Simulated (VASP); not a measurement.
# Sb (Fm-3m) in VASP: a series of runs

Runs on Sb. Level: r2SCAN. Tasks: single point.

All numbers are computed with VASP 6.6.1; they aren't measurements. Logs are shortened: lines on timing, memory, paths and dates and some standing lists are left out, and cuts for length are marked.

### Step 1. The crystal as given

Symmetry: Fm-3m, No. 225, cubic system. The conventional cell has a = 4.742 Å, b = 4.742 Å, c = 4.742 Å, α = 90.00°, β = 90.00°, γ = 90.00°. Sb (site symmetry m-3m) has 12 Sb at 3.35 Å as nearest neighbours.

This isn't the form of Sb at room conditions, which is rhombohedral.

### Step 2. Single point, r2SCAN

Contents of INCAR:

```
PREC = Accurate
ENCUT = 350
EDIFF = 1E-6
ISMEAR = 1
SIGMA = 0.1
LREAL = F
LASPH = T
NELM = 100
ALGO = Normal
ISIF = 2
LWAVE = F
LCHARG = F
METAGGA = R2SCAN
LMIXTAU = T
NBANDS = 8
ADDGRID = F
```

Contents of KPOINTS:

```
Automatic mesh
0
Gamma
  3 3 3
```

Contents of POSCAR:

```
Sb
1.0
    0.0000000000      2.3712425216      2.3712425216
    2.3712425216      0.0000000000      2.3712425216
    2.3712425216      2.3712425216      0.0000000000
Sb
1
Direct
    0.0000000000      0.0000000000      0.0000000000
```

Potentials or basis: VASP PAW PBE potentials, release 64 (Sb).

The run is started by

```console
$ cat potpaw_PBE.64/Sb/POTCAR > POTCAR
$ mpirun -np 1 vasp_std > vasp.out
```

OUTCAR:

```text
PREC = Accurate
   ENCUT = 350
   EDIFF = 1E-6
   ISMEAR = 1
   LREAL = F
   LASPH = T
   NELM = 100
   ISIF = 2
   METAGGA = R2SCAN

 Found      4 irreducible k-points:

 Following reciprocal coordinates:
            Coordinates               Weight
  0.000000  0.000000  0.000000      1.000000
  0.333333  0.000000  0.000000      8.000000
  0.333333  0.333333  0.000000      6.000000
 -0.333333  0.333333  0.000000     12.000000
   k-points           NKPTS =      4   k-points in BZ     NKDIM =      4   number of bands    NBANDS=      8
   number of dos      NEDOS =    301   number of ions     NIONS =      1
   total plane-waves  NPLWV =   8000
   dimension x,y,z NGX =    20 NGY =   20 NGZ =   20
   dimension x,y,z NGXF=    40 NGYF=   40 NGZF=   40
   ions per type =               1
   NGX,Y,Z   is equivalent  to a cutoff of   9.91,  9.91,  9.91 a.u.
   NGXF,Y,Z  is equivalent  to a cutoff of  19.83, 19.83, 19.83 a.u.
 SYSTEM =  unknown system
   PREC   = accura    normal or accurate (medium, high low for compatibility)
   ISTART =      0    job   : 0-new  1-cont  2-samecut
   ICHARG =      2    charge: 1-file 2-atom 10-const
   ISPIN  =      1    spin polarized calculation?
   LNONCOLLINEAR =      F non collinear calculations
   LSORBIT =      F    spin-orbit coupling
   LASPH  =      T    aspherical Exc in radial PAW
   ENCUT  =  350.0 eV  25.72 Ry    5.07 a.u.   5.12  5.12  5.12*2*pi/ulx,y,z
   NELM   =    100;   NELMIN=  2; NELMDL= -5     # of ELM steps
   EDIFF  = 0.1E-05   stopping-criterion for ELM
   LREAL  =      F    real-space projection
   EDIFFG = 0.1E-04   stopping-criterion for IOM
   NSW    =      0    number of steps for IOM
   IBRION =     -1    ionic relax: 0-MD 1-quasi-New 2-CG
   NFREE  =      0    steps in history (QN), initial steepest desc. (CG)
   ISIF   =      2    stress and relaxation
   ISYM   =      2    0-nonsym 1-usesym 2-fastsym
   POTIM  = 0.5000    time-step for ionic-motion
   TEBEG  =    0.0;   TEEND  =   0.0 temperature during run
   PSTRESS=    0.0 pullay stress
   NELECT =       5.0000    total number of electrons
   NUPDOWN=      -1.0000    fix difference up-down
   EMIN   =  10.00;   EMAX   =-10.00  energy-range for DOS
   EFERMI =   0.00;   METHOD = LEGACY
   ISMEAR =     1;   SIGMA  =   0.10  broadening in eV -4-tet -1-fermi 0-gaus
   EFERMI_NEDOS =   21; number of points for ismear=-14 and -15
   IALGO  =     38    algorithm
   IMIX   =      4    mixing-type and parameters
     AMIX     =   0.40;   BMIX     =  1.00
     AMIX_MAG =   1.60;   BMIX_MAG =  1.00
  volume/ion in A,a.u.               =      26.67       179.95
  Fermi-wavevector in a.u.,A,eV,Ry     =   0.937013  1.770697 11.945820  0.877993
  Thomas-Fermi vector in A             =   2.064081
   LORBIT       =      0    0 simple, 1 ext, 2 COOP (PROOUT), +10 PAW based schemes
   METAGGA = R2SCAN    functional components
   LHFCALC =     F    Hartree Fock is set to
   AEXX    =    0.0000 exact exchange contribution
   IVDW    =     0    specifies the selected vdW correction
   LEPSILON=     F    determine dielectric tensor
   LRPA    =     F    only Hartree local field effects (RPA)
 non-spin polarized calculation
 Methfessel and Paxton  Order N= 1 SIGMA  =   0.10
  energy-cutoff  :      350.00
  volume of cell :       26.67
 maximum number of plane-waves:       411
   NGX = 11   NGY = 11   NGZ = 11

 number of electron       5.0000000 magnetization

 Free energy of the ion-electron system (eV)
  ---------------------------------------------------
  ext. energy  EPLUGINS =         0.00000000
  ---------------------------------------------------
  free energy    TOTEN  =       -25.91888541 eV

  energy without entropy =      -25.91097989  energy(sigma->0) =      -25.91625024

 E-fermi :   9.7818     XC(G=0): -10.8820

 val. band max:        7.1741742670   @ k =   0.3333   0.3333   0.0000
 cond. band min:       9.8189882664   @ k =   0.3333   0.3333   0.0000
 fundamental gap:      2.6448139994
 Fermi energy:         9.7818330885

 k-point     1 :       0.0000    0.0000    0.0000
  band No.  band energies     occupation
      1      -5.0633      2.00000
      2      14.3264      0.00000
      3      14.3264      0.00000
      4      14.3264      0.00000
      5      19.0812      0.00000
      6      19.0812      0.00000
      7      19.0812      0.00000
      8      19.5677      0.00000

 k-point     2 :       0.3333    0.0000    0.0000
  band No.  band energies     occupation
      1      -2.7716      2.00000
      2       5.3681      2.00000
      3      12.8125      0.00000
      4      12.8125      0.00000
      5      17.3472      0.00000
      6      18.8471      0.00000
      7      18.8471      0.00000
      8      20.1136      0.00000

 k-point     3 :       0.3333    0.3333    0.0000
  band No.  band energies     occupation
      1      -1.9702      2.00000
      2       7.1742      2.00000
      3       9.8190      0.41667
      4       9.8190      0.41666
      5      14.0733      0.00000
      6      14.3551      0.00000
      7      25.5201      0.00000
      8      25.6301      0.00000

 k-point     4 :      -0.3333    0.3333    0.0000
  band No.  band energies     occupation
      1       0.2909      2.00000
      2       4.9242      2.00000
      3       4.9717      2.00000
      4      10.5221     -0.00000
      5      14.6534      0.00000
      6      21.5936      0.00000
      7      23.0158      0.00000
      8      23.5643      0.00000

------------------------ aborting loop because EDIFF is reached ----------------------------------------

  FORCE on cell =-STRESS in cart. coord.  units (eV):
  Direction    XX          YY          ZZ          XY          YZ          ZX
  --------------------------------------------------------------------------------------
  -------------------------------------------------------------------------------------
  Total        0.0641400      0.0641400      0.0641400      0.0000000      0.0000000      0.0000000
  in kB        3.8537351      3.8537351      3.8537351      0.0000000      0.0000000      0.0000000
  external PRESSURE =       3.8537351 kB  Pullay stress =       0.0000000 kB

 VOLUME and BASIS-vectors are now :
 -----------------------------------------------------------------------------
  energy-cutoff  :      350.00
  volume of cell :       26.67
      direct lattice vectors                 reciprocal lattice vectors
     0.000000000  2.371242522  2.371242522    -0.210859916  0.210859916  0.210859916
     2.371242522  0.000000000  2.371242522     0.210859916 -0.210859916  0.210859916
     2.371242522  2.371242522  0.000000000     0.210859916  0.210859916 -0.210859916

 POSITION                                       TOTAL-FORCE (eV/Angst)
 -----------------------------------------------------------------------------------
      0.00000      0.00000      0.00000         0.000000      0.000000      0.000000
 -----------------------------------------------------------------------------------
    total drift:                                0.000000     -0.000000     -0.000000

  FREE ENERGIE OF THE ION-ELECTRON SYSTEM (eV)
  ---------------------------------------------------
  free  energy   TOTEN  =       -25.9188854104 eV

  energy  without entropy=      -25.9109798941  energy(sigma->0) =      -25.91625024
```

Run time: 4.4 s. Hardware: 1 thread of Intel Xeon 6975P-C (Granite Rapids), shared host; peak memory 0.12 GiB.

These settings aren't checked as converged: the numbers below hold their error.

What came out:

| Quantity | Value |
| --- | --- |
| Free energy | -25.9189 eV |
| Pressure | 0.4 GPa |
| Band gap on the k mesh | none (metal or under the smearing width) |

Caveat: the k mesh is coarse (spacing up to 0.76 Å⁻¹), so the values aren't converged; the PAW data sets were made with another functional, which shifts forces and pressure a little.

### Step 3. Single point, r2SCAN

INCAR: that of step 2 with these lines changed.

```diff
@@ -1,3 +1,3 @@
 PREC = Accurate
-ENCUT = 350
+ENCUT = 450
 EDIFF = 1E-6
```

KPOINTS is that of step 2.

POSCAR is that of step 2.

Potentials or basis: VASP PAW PBE potentials, release 64 (Sb).

The run is started by

```console
$ cat potpaw_PBE.64/Sb/POTCAR > POTCAR
$ mpirun -np 1 vasp_std > vasp.out
```

Run time: 4.7 s. Hardware: 1 thread of Intel Xeon 6975P-C (Granite Rapids), shared host; peak memory 0.13 GiB.

These settings aren't checked as converged: the numbers below hold their error.

Results:

```
Free energy            : -25.9198 eV
Pressure               : 0.4 GPa
Band gap on the k mesh : none (metal or under the smearing width)
```

Caveat: the k mesh is coarse (spacing up to 0.76 Å⁻¹), so the values aren't converged; the PAW data sets were made with another functional, which shifts forces and pressure a little.

### Step 4. Single point, r2SCAN

INCAR: that of step 3 with these lines changed.

```diff
@@ -1,3 +1,3 @@
 PREC = Accurate
-ENCUT = 450
+ENCUT = 550
 EDIFF = 1E-6
```

KPOINTS is that of step 3.

POSCAR is that of step 3.

The run is started by

```console
$ cat potpaw_PBE.64/Sb/POTCAR > POTCAR
$ mpirun -np 1 vasp_std > vasp.out
```

Wall time 6.9 s (1 thread of Intel Xeon 6975P-C (Granite Rapids), shared host); peak memory 0.16 GiB.

The run converged, but some of its settings lie outside the range that counts as converged, so its numbers aren't taken as properties of the crystal.

Results:

```yaml
Free_energy: -25.9200 eV
Pressure: 0.4 GPa
Band_gap_on_the_k_mesh: none (metal or under the smearing width)
```

Caveat: the k mesh is coarse (spacing up to 0.76 Å⁻¹), so the values aren't converged; the PAW data sets were made with another functional, which shifts forces and pressure a little.

### Step 5. For comparison

An earlier run on the cell as given: functional PBEsol; potentials or basis VASP PAW PBE potentials, release 64 (Sb); cutoff 520 eV; k mesh 10 × 10 × 10; occupations fermi-dirac, width 0.05 eV; no spin polarisation.

* Pressure: -1.2 GPa
* Band gap on the k mesh: none (metal or under the smearing width)
